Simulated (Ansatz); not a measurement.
# In in Ansatz: settings compared

The runs below take In through single point, relaxation of the atoms, with PBE, LDA, PBEsol.

Everything below comes from runs of Ansatz 0.2.0. Logs are shortened: lines on timing, memory, paths and dates and some standing lists are left out, and cuts for length are marked.

### Step 1. The slab as given

The cell holds a slab with vacuum, 4 atoms: a = 3.335 Å, b = 3.335 Å, c = 23.264 Å, α = 90.00°, β = 90.00°, γ = 120.00°.

The slab is cut from a database's or a generator's crystal, which needn't be the stable form of the element.

### Step 2. Single point, PBE

input.yaml reads:

```yaml
crystal:
  lattice:
    - [3.335484782, 0.0, 0.0]
    - [-1.667742391, 2.8886145552, 0.0]
    - [0.0, 0.0, 23.26371438]
  atoms:
    - { symbol: In, position: [0.66666667, 0.33333334, 0.322390478] }
    - { symbol: In, position: [0.33333333, 0.66666666, 0.440796826] }
    - { symbol: In, position: [0.66666667, 0.33333334, 0.559203174] }
    - { symbol: In, position: [0.33333333, 0.66666666, 0.677609522] }
kpoints:
  mp_grid: { grid: [9, 9, 1] }
scf:
  occupations: { method: fermi_dirac, width: 0.05 }
hamiltonian:
  xc: pbe
  pseudopotentials: { kind: all_electron, lapw: { basis_error: 0.002 } }
output:
  forces: true
  stress: true
  eigenvalues: true
```

Potentials or basis: all-electron LAPW, scalar-relativistic.

Launch:

```bash
> ansatz run input.yaml --threads 4 --pin off --max-ram 14336MiB --backend cpu --events-out ev --progress --plain --runs-dir out
```

Output:

```text
Warning: RAYON_NUM_THREADS=4 ignored (pool sized by the plan → 4); use --threads N
LAPW: plane waves up to 6.361 Å⁻¹, error target 2.0e-3 eV per atom; small_component_spin mean_spin; In in spheres of 1.668 Å, 21 of its electrons in bands, Dirac shells [] (how accurate: hamiltonian.pseudopotentials.lapw.basis_error, Limitations)
Engine: ansatz 0.2.0, x86_64-unknown-linux-gnu
Pseudopotentials: kind: all_electron
Pseudopotential: In, LAPW, valence charge 21, lapw/all_electron/scalar/gaussian/In, Koelling and Harmon's equation, gaussian nucleus
Functional definition: PBE
  parameter kappa = 0.804
  parameter beta = 0.06672455060314922
  exchange = pbe_x(kappa = kappa, mu = beta*pi^2/3)
  correlation = pbe_c(beta = beta)
Crystal: 4 atoms, lattice volume = 224.144 Å³
Basis set: ecut = 154.1706086340307 eV, 1001 PW (Γ), exchange–correlation at level 2
Bands: 51, of which v1, the nominal top of the filled ones, is band 42 counted from 1 (41 counted from 0)
Symmetry: 12 space group operations
Space group: P-3m1 (ITA 164), of the structure as read, at distance tolerance 6.1e-5 Å
k-points: 12 of 81
Non-local potential: In, projectors of the file, none
Initial density: superposition of atomic densities (neutral atoms: chi_scale 0, normalization atom)
Initial wavefunctions: plane waves of lowest kinetic energy (no species holds an atomic orbital)
Functional: x = pbe(κ = 0.804, μ = 0.2195149727645171), c = pbe(β = 0.06672455060314922)
iter 1 solved again at ethr=1.49e-3 eV; its pass at ethr=1.00e-1 eV (dr2=1.25e0 eV) is discarded
SCF iter   1: F=—  HF=-640183.731222 eV  |F-HF|=—  |Δ(HF+E_count)|=         —  Δρ=5.70e-3  dr2=1.25e0  ethr=1.49e-3  ⟨swp⟩=2.2  Hψ=4057  notcnv=0
preconditioner: auto → LDOS  [metal: Δε(μ)=0.047 eV  Ē_g=15.437 eV  σ=0.050 eV  W_gap=0.22  n_scr=46 (ndim 8)  ℏωp=17.9 eV  f_vac=0.489  D(μ)=1.77/eV (n_scr^D=8)  β→1.0]
SCF iter   2: F=—  HF=-640183.785523 eV  |F-HF|=—  |Δ(HF+E_count)|=   5.43e-2  Δρ=7.04e-3  dr2=1.67e0  ethr=1.48e-3  ⟨swp⟩=3.2  Hψ=2121  notcnv=0
iter 3 solved again at ethr=1.20e-5 eV; its pass at ethr=1.48e-3 eV (dr2=1.01e-2 eV) is discarded
SCF iter   3: F=—  HF=-640183.516748 eV  |F-HF|=—  |Δ(HF+E_count)|=   2.69e-1  Δρ=9.21e-4  dr2=9.93e-3  ethr=1.20e-5  ⟨swp⟩=2.3  Hψ=3232  notcnv=0
SCF iter   4: F=—  HF=-640183.515990 eV  |F-HF|=—  |Δ(HF+E_count)|=   7.58e-4  Δρ=5.19e-4  dr2=1.73e-3  ethr=1.18e-5  ⟨swp⟩=2.0  Hψ=1881  notcnv=0
SCF iter   5: F=—  HF=-640183.515359 eV  |F-HF|=—  |Δ(HF+E_count)|=   6.31e-4  Δρ=2.06e-4  dr2=2.93e-4  ethr=2.06e-6  ⟨swp⟩=2.0  Hψ=1881  notcnv=0
SCF iter   6: F=—  HF=-640183.515386 eV  |F-HF|=—  |Δ(HF+E_count)|=   2.78e-5  Δρ=4.98e-5  dr2=1.75e-5  ethr=3.49e-7  ⟨swp⟩=2.2  Hψ=1885  notcnv=0
SCF iter   7: F=—  HF=-640183.515390 eV  |F-HF|=—  |Δ(HF+E_count)|=   3.99e-6  Δρ=1.42e-5  dr2=2.67e-6  ethr=2.08e-8  ⟨swp⟩=3.0  Hψ=1926  notcnv=0
SCF iter   8: F=—  HF=-640183.515390 eV  |F-HF|=—  |Δ(HF+E_count)|=   6.60e-7  Δρ=5.94e-6  dr2=1.82e-7  ethr=3.18e-9  ⟨swp⟩=3.0  Hψ=1909  notcnv=0
SCF iter   9: F=-640183.515390 eV  HF=-640183.515390 eV  |F-HF|=8.50e-9  |Δ(HF+E_count)|=   1.43e-7  Δρ=1.44e-6  dr2=1.59e-8  ethr=2.17e-10  ⟨swp⟩=3.0  Hψ=1962  notcnv=0
SCF 1 converged in 9 iterations: F = -640183.515390 eV  dr2 = 1.59e-8
SCF converged after 9 iterations
Free energy (F): -640183.515390 eV
Harris-Foulkes:  -640183.515390 eV  (|F-HF|=8.50e-9)
Internal energy: -640183.499330 eV  (E = F + TS)
E sigma→0 (E₀):  -640183.507360 eV
Entropy (-TS):   -0.016060 eV (-4.015 meV/atom)
Fermi energy:    4.376822 eV
--- Per-component energies (eV) ---
  E_band       = -2959.450502
  E_kinetic    = 671948.884220
  E_xc         = -17410.223314
  E_electrostatic = -1294722.160236  (all electrons and nuclei)
  E_smearing   = -0.016060  (= −TS)
  E_closure    = 0.000000  (closes the sum)
  E_atoms      = -640173.704646  (free atoms, spherical and without spin; not in F)
  Σ components = -640183.515390   (vs F -640183.515390, Δ=0.00e0)
  Basis errors (estimates in eV, not in F): energy 5.6e-4 per atom: plane waves 5.3e-4 (3.0e-4 summed), levels above the bands 1.2e-49, relativity 8.8e-8, radial functions 2.9e-5, core shells 6.2e-10; eigenvalues (radial functions only) 5.2e-6; not estimated: angular momenta, meshes, grids; target (lapw.basis_error) 2.0e-3; muffin-tin radii In 1.668 Å
--- Forces (eV/Å), atoms counted from 1 ---
  atom   1  In    -0.00000000    -0.00000000    -0.11173811
  atom   2  In     0.00000000     0.00000000     0.09619536
  atom   3  In    -0.00000000    -0.00000000    -0.09619536
  atom   4  In     0.00000000     0.00000000     0.11173811
  max |Σ_I F_I| component: 2.60e-18 eV/Å
--- Stress (GPa, compression-positive) ---
        0.041435       0.000000      -0.000000
        0.000000       0.041435      -0.000000
       -0.000000      -0.000000       0.474328
  P = ⅓ Tr σ = 0.1857 GPa (1.857 kbar)
--- Band table (eV; the first three rows and the last of 12) ---
  k-point 0: bands = ["-111.1351", "-111.1351", "-111.1211", "-111.1209", "-69.6367", "-69.6367", "-69.6008", "-69.6008", "-69.6007", "-69.6007", "-69.5999", "-69.5999", "-69.5994", "-69.5994", "-69.5989", "-69.5956", "-10.3567", "-10.3475", "-10.3244", "-10.3065", "-10.2821", "-10.2821", "-10.2748", "-10.2748", "-10.2536", "-10.2536", "-10.2485", "-10.2485", "-10.1550", "-10.1550", "-10.1096", "-10.1096", "-10.0561", "-10.0561", "-10.0135", "-10.0135", "-4.8681", "-4.0876", "-2.7767", "-1.1206", "1.8481", "4.1325", "6.5115", "7.8457", "8.0765", "9.6724", "9.9412", "12.2549", "12.7253", "12.9383", "12.9383"]
  k-point 1: bands = ["-111.1351", "-111.1351", "-111.1211", "-111.1209", "-69.6366", "-69.6366", "-69.6014", "-69.6014", "-69.6009", "-69.6009", "-69.6006", "-69.6001", "-69.6001", "-69.5996", "-69.5987", "-69.5956", "-10.3467", "-10.3371", "-10.3152", "-10.3017", "-10.2790", "-10.2775", "-10.2544", "-10.2518", "-10.2451", "-10.2431", "-10.2215", "-10.2191", "-10.1708", "-10.1613", "-10.1230", "-10.1132", "-10.0737", "-10.0567", "-10.0373", "-10.0108", "-4.6275", "-3.8465", "-2.5401", "-0.9007", "2.1108", "4.3633", "6.7244", "8.0650", "8.2959", "9.8860", "10.1455", "10.5253", "11.2447", "11.8540", "12.3004"]
  k-point 2: bands = ["-111.1350", "-111.1350", "-111.1210", "-111.1208", "-69.6365", "-69.6365", "-69.6031", "-69.6031", "-69.6023", "-69.6018", "-69.6014", "-69.6014", "-69.6006", "-69.6000", "-69.5983", "-69.5957", "-10.3806", "-10.3573", "-10.3240", "-10.2887", "-10.2819", "-10.2627", "-10.2479", "-10.2117", "-10.2080", "-10.1906", "-10.1893", "-10.1577", "-10.1392", "-10.1305", "-10.1218", "-10.1048", "-10.0910", "-10.0788", "-10.0554", "-10.0059", "-3.8984", "-3.1183", "-1.8264", "-0.2321", "2.8766", "5.0271", "7.1824", "7.2998", "7.9740", "8.7078", "8.9493", "9.1539", "10.4254", "10.4281", "10.6136"]
  k-point 11: bands = ["-111.1348", "-111.1348", "-111.1207", "-111.1207", "-69.6361", "-69.6361", "-69.6049", "-69.6048", "-69.6048", "-69.6048", "-69.6039", "-69.6038", "-69.6038", "-69.6032", "-69.5966", "-69.5966", "-10.3703", "-10.3185", "-10.3185", "-10.2816", "-10.2603", "-10.2603", "-10.1899", "-10.1899", "-10.1788", "-10.1517", "-10.1465", "-10.1405", "-10.1405", "-10.1201", "-10.1113", "-10.0602", "-10.0602", "-10.0504", "-10.0053", "-10.0053", "1.2483", "1.2483", "1.8627", "1.8627", "2.8215", "3.5843", "3.6961", "3.6961", "4.7351", "5.2394", "5.2394", "5.9604", "7.7683", "7.7683", "9.8996"]
```

Wall time 4 s (4 threads of AMD EPYC 7B13 (Zen 3), shared host); peak memory 0.47 GiB.

Results:

```yaml
Free_energy: -640183.5154 eV
Largest_force: 0.112 eV/Å
Band_gap_on_the_k_mesh: none (metal or under the smearing width)
Work_function: 3.75 eV
```

Forces in eV/Å, atoms in the order of the input:
```
In   0.000  0.000 -0.112
In   0.000  0.000  0.096
In   0.000  0.000 -0.096
In   0.000  0.000  0.112
```

### Step 3. Single point, LDA

Edit input.yaml of step 2 so:

```diff
@@ -15,3 +15,3 @@
 hamiltonian:
-  xc: pbe
+  xc: lda
   pseudopotentials: { kind: all_electron, lapw: { basis_error: 0.002 } }
```

Potentials or basis: all-electron LAPW, scalar-relativistic.

Launch:

```bash
> ansatz run input.yaml --threads 4 --pin off --max-ram 14336MiB --backend cpu --events-out ev --progress --plain --runs-dir out
```

Run time: 3.9 s. Hardware: 4 threads of AMD EPYC 7B13 (Zen 3), shared host; peak memory 0.46 GiB.

It converged, with:

```yaml
Free_energy: -639621.1404 eV
Largest_force: 0.159 eV/Å
Band_gap_on_the_k_mesh: none (metal or under the smearing width)
Work_function: 4.05 eV
```

Forces in eV/Å, atoms in the order of the input:
```
In   0.000  0.000  0.159
In   0.000  0.000  0.098
In   0.000  0.000 -0.098
In   0.000  0.000 -0.159
```

Stress tensor (GPa, compression positive):
```
-2.07  0.00  0.00
 0.00 -2.07  0.00
 0.00  0.00 -1.13
```

Levels at points of the mesh, in eV from the Fermi level:
```
           k point  band 40  band 41  band 42  band 43  band 44  band 45
(0.00, 0.00, 0.00)    -5.54    -2.49    -0.24     2.18     3.68     3.99
```

### Step 4. Single point, PBEsol

Edit input.yaml of step 3 so:

```diff
@@ -15,3 +15,3 @@
 hamiltonian:
-  xc: lda
+  xc: pbesol
   pseudopotentials: { kind: all_electron, lapw: { basis_error: 0.002 } }
```

Launch:

```bash
> ansatz run input.yaml --threads 4 --pin off --max-ram 14336MiB --backend cpu --events-out ev --progress --plain --runs-dir out
```

Wall time 3.9 s (4 threads of AMD EPYC 7B13 (Zen 3), shared host); peak memory 0.47 GiB.

The run converged. Its results:

```
Free energy            : -639893.6872 eV
Largest force          : 0.100 eV/Å
Band gap on the k mesh : none (metal or under the smearing width)
Work function          : 3.84 eV
```

Forces on the atoms (eV/Å):
```
In   0.000  0.000  0.061
In   0.000  0.000  0.100
In   0.000  0.000 -0.100
In   0.000  0.000 -0.061
```

Stress tensor (GPa, compression positive):
```
-1.30  0.00  0.00
 0.00 -1.30  0.00
 0.00  0.00 -0.56
```

Levels at points of the mesh, in eV from the Fermi level:
```csv
k point,band 39,band 40,band 41,band 42,band 43,band 44,band 45,band 46
"(0.00, 0.00, 0.00)",-7.16,-5.50,-2.53,-0.24,2.19,3.62,3.81,5.42
```

### Step 5. Relaxation of the atoms, PBE (the (0 0 1) slab of In, cut from the database cell, not relaxed)

Edit input.yaml of step 4 so:

```diff
@@ -15,3 +15,3 @@
 hamiltonian:
-  xc: pbesol
+  xc: pbe
   pseudopotentials: { kind: all_electron, lapw: { basis_error: 0.002 } }
@@ -20,2 +20,4 @@
   stress: true
-  eigenvalues: true
+relax:
+  f_tol: 0.02
+  max_steps: 60
```

Launch:

```bash
> ansatz run input.yaml --threads 4 --pin off --max-ram 14336MiB --backend cpu --events-out ev --progress --plain --runs-dir out
```

It took 12 s on 4 threads of AMD EPYC 7B13 (Zen 3), shared host; peak memory 0.49 GiB.

Results (log left out):

```yaml
Free_energy: -640183.5285 eV
Energy_gained_by_relaxing: 3.4 meV/atom
Ionic_steps: 3
Largest_force_after_relaxing: 0.012 eV/Å
```

Forces in eV/Å, atoms in the order of the input:
```
In   0.000  0.000  0.004
In   0.000  0.000 -0.012
In   0.000  0.000  0.012
In   0.000  0.000 -0.004
```

Stress tensor (GPa, compression positive):
```
-0.37  0.00  0.00
 0.00 -0.37  0.00
 0.00  0.00  0.00
```

The path:
| step | energy change (eV) | largest force (eV/Å) |
| --- | --- | --- |
| 1 | 0.0000 | 0.1112 |
| 2 | -0.0100 | 0.0424 |
| 3 | -0.0136 | 0.0124 |

Final structure:
```xyz
4
Lattice="3.3355 0.0000 0.0000 -1.6677 2.8886 0.0000 0.0000 0.0000 23.2637" Properties=species:S:1:pos:R:3 pbc="T T T"
In    1.6677    0.9629    7.3782
In    0.0000    1.9257   10.2263
In    1.6677    0.9629   13.0374
In    0.0000    1.9257   15.8855
```

### Step 6. Overview

```csv
task,level,cell,cutoff (eV),gap on the mesh (eV),largest force (eV/Å),work function (eV)
single point,PBE,as given,154,none,0.11,3.75
single point,LDA,as given,155,none,0.16,4.05
single point,PBEsol,as given,154,none,0.10,3.84
relaxation of the atoms,PBE,"atoms relaxed from: the (0 0 1) slab of In, cut from the database cell, not relaxed",-,-,0.01,-
```

Alike in all rows: potentials or basis all-electron LAPW, scalar-relativistic; no spin polarisation; k mesh 9 × 9 × 1; smearing fermi-dirac 0.05 eV; basis error allowed 0.002 eV/atom.

Every run on the cell as given and a fine mesh finds a metal.

Compare energies only between runs with the same functional and basis.
